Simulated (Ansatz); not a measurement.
Ansatz input file:

```yaml
crystal:
  lattice:
    - [4.140176258, 0.0, 0.0]
    - [0.0, 4.140176258, 0.0]
    - [0.0, 0.0, 4.140176258]
  atoms:
    - { symbol: Cs, position: [0.0, 0.0, 0.0] }
    - { symbol: Cl, position: [0.5, 0.5, 0.5] }
basis:
  ecutwfc: 500
kpoints:
  mp_grid: { grid: [6, 6, 6] }
hamiltonian:
  xc: r2scan
scf:
  occupations: { method: gaussian, width: 0.02 }
  n_extra_bands: 12
output:
  forces: false
  stress: false
  eigenvalues: true
  optics: { e_range: [0, 14], sigma: 0.1, nscf_kmesh: { grid: [9, 9, 9] } }
checkpoint:
  read: start.run
  write: ck
  compress: false
  write_wavefunctions: false
  write_every: 100000
```

Command:
```bash
ansatz run input.yaml --threads 1 --pin off --max-ram 2560MiB --backend cpu --events-out ev --progress --plain --runs-dir out
```

Level of theory: Ansatz 0.2.0, DFT r2SCAN, scalar-relativistic, plane waves, PAW.

Abridged output (iterations and final results):

```
SCF iter   1: F=—  HF=-6773.938584 eV  |F-HF|=—  |Δ(HF+E_count)|=         —  Δρ=1.83e-6  dr2=1.35e-9  dr2_τ=2.44e-10  ethr=1.95e-7  ⟨swp⟩=3.4  Hψ=3810  notcnv=0
SCF iter   2: F=—  HF=-6773.938584 eV  |F-HF|=—  |Δ(HF+E_count)|=   1.46e-7  Δρ=8.50e-7  dr2=3.06e-10  dr2_τ=5.56e-11  ethr=8.45e-12  ⟨swp⟩=3.0  Hψ=641  notcnv=0
SCF iter   3: F=—  HF=-6773.938584 eV  |F-HF|=—  |Δ(HF+E_count)|=  6.14e-10  Δρ=3.71e-7  dr2=6.98e-11  dr2_τ=1.64e-11  ethr=1.91e-12  ⟨swp⟩=2.0  Hψ=544  notcnv=0
SCF iter   4: F=-6773.938584 eV  HF=-6773.938584 eV  |F-HF|=9.09e-13  |Δ(HF+E_count)|=  8.19e-11  Δρ=7.26e-8  dr2=3.73e-12  dr2_τ=3.90e-13  ethr=1.00e-12  ⟨swp⟩=1.2  Hψ=1016  notcnv=0
SCF 1 converged in 4 iterations: F = -6773.938584 eV  dr2 = 3.73e-12
SCF converged after 4 iterations
Free energy (F): -6773.938584 eV
Harris-Foulkes:  -6773.938584 eV  (|F-HF|=9.09e-13)
Internal energy: -6773.938584 eV  (E = F + TS)
E sigma→0 (E₀):  -6773.938584 eV
Fermi energy:    5.490865 eV
--- Per-component energies (eV) ---
  E_band       = -64.704408
  E_kinetic    = 304.130696
  E_local      = -430.193364  (includes V_loc(G=0)·N_el)
  E_nonlocal   = 57.472148
  E_hartree    = 139.645307
  E_xc         = -267.963319
  E_vxc        = -274.187274  (∫ρ·V_xc dr)
  E_paw        = -5759.793940  (= ΣΔE_a)
  E_vpaw       = -15.038451  (= ΣTr[D̂ρ^β])
  E_aug_tail   = 0.000038  (compensation charges beyond the density's cutoff)
  E_vtau       = 13.821205  (kinetic-family band-sum trace: ∫τ·v_τ [+ j·A + Jᵃ·Aᵃ] dr)
  E_ewald      = -817.149621
  E_core_change = -0.086528  (= ΣΔE_core)
  E_smearing   =  0.000000  (= −TS)
--- Band table (eV; the first three rows and the last of 20) ---
  k-point 0: bands = ["-17.3454", "-10.1682", "-3.4787", "-3.4787", "-3.4787", "2.5344", "2.5344", "2.5344", "8.4473", "8.4473", "8.5455", "13.2412", "13.2412", "13.2412", "16.2942", "16.2942", "17.2076", "17.2076", "17.2076", "17.9600"]
  k-point 1: bands = ["-17.3249", "-10.1778", "-3.6220", "-3.4452", "-3.4452", "2.2078", "2.4811", "2.4811", "8.6327", "9.0317", "9.2272", "13.0042", "13.0042", "13.3981", "14.6059", "16.5687", "16.7984", "16.7984", "17.4973", "18.0025"]
  k-point 2: bands = ["-17.2832", "-10.1996", "-3.8801", "-3.3762", "-3.3762", "1.6553", "2.3702", "2.3702", "9.1190", "10.1612", "10.9424", "12.7526", "12.7526", "12.9155", "13.8002", "15.5054", "15.5054", "16.1247", "17.1328", "17.8333"]
  k-point 19: bands = ["-17.1257", "-10.0065", "-4.0013", "-4.0013", "-4.0013", "1.4699", "1.4699", "1.4699", "11.6756", "11.6756", "11.6756", "13.6831", "13.6831", "13.6831", "15.6428", "15.6428", "17.2724", "18.6554", "18.6554", "18.6554"]
```

The calculation finished and met its thresholds.

It took 27 s on 1 thread of Arm Neoverse V2, on a shared host, peak memory 0.61 GiB.

The run starts from the saved density of an earlier one, so iterations and time are fewer than from atoms.